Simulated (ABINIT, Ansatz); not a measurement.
## A GW chain in ABINIT: BaS (Fm-3m)

Aim: the G0W0 gap of BaS (Fm-3m) on PBE, step by step.

Main program and level: ABINIT 10.8.3; PBE and many-body steps on it, plane waves.

**1. The structure**

Symmetry: Fm-3m, No. 225, cubic system. The conventional cell has a = 6.387 Å, b = 6.387 Å, c = 6.387 Å, α = 90.00°, β = 90.00°, γ = 90.00°. Ba has 6 S at 3.19 Å nearest. S has 6 Ba at 3.19 Å nearest. Farther neighbours and most contacts between anions are not listed.

The cell and positions come from the Crystallography Open Database and are kept as given unless a step says otherwise. Spin-orbit coupling is left out unless a step names it.

**2. Ground state**

This step: ABINIT 10.8.3; DFT, PBE, plane waves, norm-conserving pseudopotentials.

The ground-state density comes first.

File run.abi:

```
acell 3*1.0 Angstrom
rprim 
  -0.000000000000 3.193750000000 3.193750000000
  3.193750000000 -0.000000000000 3.193750000000
  3.193750000000 3.193750000000 -0.000000000000
ntypat 2
znucl 56 16
natom 2
typat 1 2
xred 
  0.000000000000 0.000000000000 0.000000000000
  0.500000000000 0.500000000000 0.500000000000
pp_dirpath "pseudos"
pseudos "Ba.upf, S.upf"
ecut 20
ngkpt 6 6 6
nshiftk 1
shiftk 0 0 0
kptopt 1
chksymbreak 0
nband 13
occopt 1
tolvrs 1e-10
nstep 60
prtwf 0
optforces 0
optstress 0
indata_prefix "in"
outdata_prefix "out"
tmpdata_prefix "tmp"
```

On the command line:

```
$ OMP_NUM_THREADS=1 mpirun -n 8 abinit run.abi > log
```

Numbers of over 12 decimals in the logs are rounded to 6 here.

The program printed:

```text
.Version 10.8.3 of ABINIT. v10.8.2 released Aug 2026.

 Symmetries : space group Fm -3 m (#225); Bravais cF (face-center cubic)
================================================================================
 Values of the parameters that define the memory need of the present run
     intxc =       0    ionmov =       0      iscf =       7    lmnmax =       6
     lnmax =       6     mgfft =      36  mpssoang =       3    mqgrid =    3001
     natom =       2  nloc_mem =       1    nspden =       1   nspinor =       1
    nsppol =       1      nsym =      48    n1xccc =    2501    ntypat =       2
    occopt =       1   xclevel =       2
-    mband =          13        mffmem =           1         mkmem =           2
       mpw =        1895          nfft =       46656          nkpt =          16
================================================================================
  Rough estimation (10% accuracy) of disk space for files :
================================================================================

--------------------------------------------------------------------------------
------------- Echo of variables that govern the present computation ------------
--------------------------------------------------------------------------------
 -outvars: echo values of preprocessed input variables --------
            acell      1.8897261259E+00  1.8897261259E+00  1.8897261259E+00 Bohr

      chksymbreak           0
             ecut      2.00000000E+01 Hartree
-          fftalg         312

              ixc     -101130
              kpt      0.00000000E+00  0.00000000E+00  0.00000000E+00
                       1.66666667E-01  0.00000000E+00  0.00000000E+00
                       3.33333333E-01  0.00000000E+00  0.00000000E+00
                       5.00000000E-01  0.00000000E+00  0.00000000E+00
                       1.66666667E-01  1.66666667E-01  0.00000000E+00
                       3.33333333E-01  1.66666667E-01  0.00000000E+00
                       5.00000000E-01  1.66666667E-01  0.00000000E+00
                      -3.33333333E-01  1.66666667E-01  0.00000000E+00
                      -1.66666667E-01  1.66666667E-01  0.00000000E+00
   [... 5 further rows ...]
                      -3.33333333E-01  3.33333333E-01  1.66666667E-01
                      -3.33333333E-01  5.00000000E-01  1.66666667E-01
         kptrlatt        6    0    0      0    6    0      0    0    6
          kptrlen      5.12113274E+01
P           mkmem           2
            natom           2
            nband          13
            ngfft          36      36      36
             nkpt          16
            nstep          60
             nsym          48
           ntypat           2
              occ      2.000000  2.000000  2.000000  2.000000  2.000000  2.000000
                       2.000000  2.000000  0.000000  0.000000  0.000000  0.000000
                       0.000000
        optforces           0
        optstress           0
            prtwf           0
            rprim     -0.0000000000E+00  3.1937500000E+00  3.1937500000E+00
[...]
spgroup         225

           tolvrs      1.00000000E-10

             xred      0.0000000000E+00  0.0000000000E+00  0.0000000000E+00
[...]
znucl       56.00000   16.00000

================================================================================

 chkinp: Checking input parameters for consistency.

================================================================================
== DATASET  1 ==================================================================
-   mpi_nproc: 8, omp_nthreads: 1 (-1 if OMP is not activated)

--- !DatasetInfo
iteration_state: {dtset: 1, }
dimensions: {natom: 2, nkpt: 16, mband: 13, nsppol: 1, nspinor: 1, nspden: 1, mpw: 1895, }
cutoff_energies: {ecut:  20.0, pawecutdg:  -1.0, }
electrons: {nelect:   1.60000000E+01, charge:   0.00000000E+00, occopt:   1.00000000E+00, tsmear:   1.00000000E-02, }

 Real(R)+Recip(G) space primitive vectors, cartesian coordinates (Bohr,Bohr^-1):
 R(1)=  0.0000000  6.0353128  6.0353128  G(1)= -0.0828457  0.0828457  0.0828457
 R(2)=  6.0353128  0.0000000  6.0353128  G(2)=  0.0828457 -0.0828457  0.0828457
 R(3)=  6.0353128  6.0353128  0.0000000  G(3)=  0.0828457  0.0828457 -0.0828457
 Unit cell volume ucvol=  4.3967255E+02 bohr^3
 Angles (23,13,12)=  6.00000000E+01  6.00000000E+01  6.00000000E+01 degrees

 getcut: wavevector=  0.0000  0.0000  0.0000  ngfft=  36  36  36
         ecut(hartree)=     20.000   => boxcut(ratio)=   2.09511

--- Pseudopotential description ------------------------------------------------
- Ba Generated using ONCVPSP code by D. R. Hamann
- 56.00000  10.00000  171031                  znucl, zion, pspdat
12 -101130 2 -1 1958                          pspcod,pspxc,lmax,lloc,mmax
     nproj     2     2     2
  pspatm : epsatm=   26.75150155
         --- l  ekb(1:nproj) -->
[...]
pspatm: atomic psp has been read  and splines computed

- S Generated using ONCVPSP code by D. R. Hamann
- 16.00000   6.00000  171031                  znucl, zion, pspdat
12 -101130 2 -1 1146                          pspcod,pspxc,lmax,lloc,mmax
     nproj     2     2     2
  pspatm : epsatm=    9.01821529
         --- l  ekb(1:nproj) -->
[...]
2   -3.547662   -0.986524
 pspatm: atomic psp has been read  and splines computed

   5.72315469E+02                                ecore*ucvol(ha*bohr**3)
--------------------------------------------------------------------------------

_setup2: Arith. and geom. avg. npw (full set) are    1876.949    1876.934

================================================================================

--- !BeginCycle
iteration_state: {dtset: 1, }
solver: {iscf: 7, nstep: 60, nline: 4, wfoptalg: 0, }
tolerances: {tolvrs: 1.00E-10, }

     iter   Etot(hartree)      deltaE(h)  residm     vres2
 ETOT  1  -39.242068987225    -3.924E+01 3.180E-02 1.182E+02
 ETOT  2  -39.275234710255    -3.317E-02 2.365E-03 2.172E+01
 ETOT  3  -39.281209828320    -5.975E-03 6.469E-04 1.290E-01
 ETOT  4  -39.281229767250    -1.994E-05 3.008E-04 3.963E-03
 ETOT  5  -39.281230292591    -5.253E-07 1.605E-04 5.116E-04
 ETOT  6  -39.281230330662    -3.807E-08 1.003E-04 6.916E-06
 ETOT  7  -39.281230331016    -3.540E-10 5.442E-05 1.151E-07
 ETOT  8  -39.281230331027    -1.057E-11 1.039E-04 2.661E-09
 ETOT  9  -39.281230331027    -3.055E-13 5.802E-05 1.062E-11

 At SCF step    9       vres2   =  1.06E-11 < tolvrs=  1.00E-10 =>converged.

--- !ResultsGS
iteration_state: {dtset: 1, }
comment   : Summary of ground state results
lattice_vectors:
- [ -0.0000000,   6.0353128,   6.0353128, ]
- [  6.0353128,  -0.0000000,   6.0353128, ]
- [  6.0353128,   6.0353128,  -0.0000000, ]
lattice_lengths: [   8.53522,    8.53522,    8.53522, ]
lattice_angles: [ 60.000,  60.000,  60.000, ] # degrees, (23, 13, 12)
lattice_volume:   4.3967255E+02
convergence: {deltae: -3.055E-13, res2:  1.062E-11, residm:  5.802E-05, diffor:  0.000E+00, }
etotal    :  -3.92812303E+01
entropy   :   0.00000000E+00
fermie    :   1.35251724E-01
cartesian_stress_tensor: null
pressure_GPa: null
xred      :
- [  0.0000E+00,   0.0000E+00,   0.0000E+00, Ba]
- [  5.0000E-01,   5.0000E-01,   5.0000E-01,  S]
cartesian_forces: null
force_length_stats: {min: null, max: null, mean: null, }

 Integrated electronic density in atomic spheres:
 ------------------------------------------------
 Atom  Sphere_radius  Integrated_density
    1        2.00000          5.25430540
    2        2.00000          3.90719631
================================================================================

 ----iterations are completed or convergence reached----

 Mean square residual over all n,k,spin=   33.073E-08; max=  58.017E-06
 reduced coordinates (array xred) for    2 atoms
       0.000000000000      0.000000000000      0.000000000000
       0.500000000000      0.500000000000      0.500000000000
 rms dE/dt=  0.0000E+00; max dE/dt=  0.0000E+00; dE/dt below (all hartree)
    1       0.000000000000      0.000000000000      0.000000000000
    2       0.000000000000      0.000000000000      0.000000000000

 cartesian coordinates (angstrom) at end:
    1      0.000000     0.000000     0.000000
    2      3.193750     3.193750     3.193750
 length scales=  1.889726125908  1.889726125908  1.889726125908 bohr
              =  1.000000000000  1.000000000000  1.000000000000 angstroms
 prteigrs : about to open file out_EIG
 Fermi (or HOMO) energy (hartree) =   0.13525   Average Vxc (hartree)=  -0.32348
 Eigenvalues (hartree) for nkpt=  16  k points:
 kpt#   1, nband= 13, wtk=  0.00463, kpt=  0.0000  0.0000  0.0000 (reduced coord)
  -0.82223   -0.27251   -0.27251   -0.27251   -0.24447    0.13525    0.13525    0.13525
   0.26850    0.27880    0.27880    0.27880    0.31275
 prteigrs : prtvol=0 or 1, do not print more k-points.

--- !EnergyTerms
iteration_state     : {dtset: 1, }
comment             : Components of total free energy in Hartree
kinetic             :  1.04138794732330E+01
hartree             :  4.59963194922186E+00
xc                  : -9.90362167133527E+00
Ewald energy        : -3.12456541786108E+01
psp_core            :  1.30168570283962E+00
local_psp           : -1.93928962182889E+01
non_local_psp       :  4.94574461191331E+00
total_energy        : -3.92812303310272E+01
total_energy_eV     : -1.06889673075492E+03
band_energy         : -3.15279145431250E+00

== END DATASET(S) ==============================================================
================================================================================

 -outvars: echo values of variables after computation  --------
           etotal     -3.9281230331E+01
            nband          13
             nkpt          16
          spgroup         225
 [... the other variables as echoed above ...]

 Calculation completed.
```

Wall time 2.6 s (8 MPI ranks of AMD EPYC 9R45, shared host); peak memory 0.08 GiB.

This step gave:

```yaml
total_energy: -1068.8967 eV
gap: 2.146 eV
k_of_the_valence_top: 0, 0, 0
k_of_the_conduction_bottom: 0.5, 0.5, 0
least_direct_gap: 2.272 eV
```

The gap is indirect, with the least direct gap 0.13 eV higher.

[end of part 1 of 3]

[Paths, hosts, dates, memory and timing lines, banners, echoed tables and standing remarks are left out of the program output.]

[Logs are printed without paths, hosts, clocks, repeated set-up lines and the standing remarks that a program may print on its own settings, such as how far it seeks lower states.]

[Runs of the session that timed out or met a known fault of the program may be left out.]

[Hosts, paths, dates, database ids (printed as entryN), source tags and the programs' standing remarks are cut or masked in the printed files.]

[G0W0 gaps are taken among the corrected bands and points alone; a level outside them can change the order at an edge.]

[Where Ansatz stands beside ABINIT at settings called matched, ABINIT's density can come from a denser mesh and the files from another edition; pairs whose starting gaps differed by over 0.03 eV were left out, so agreement reads better than it is.]
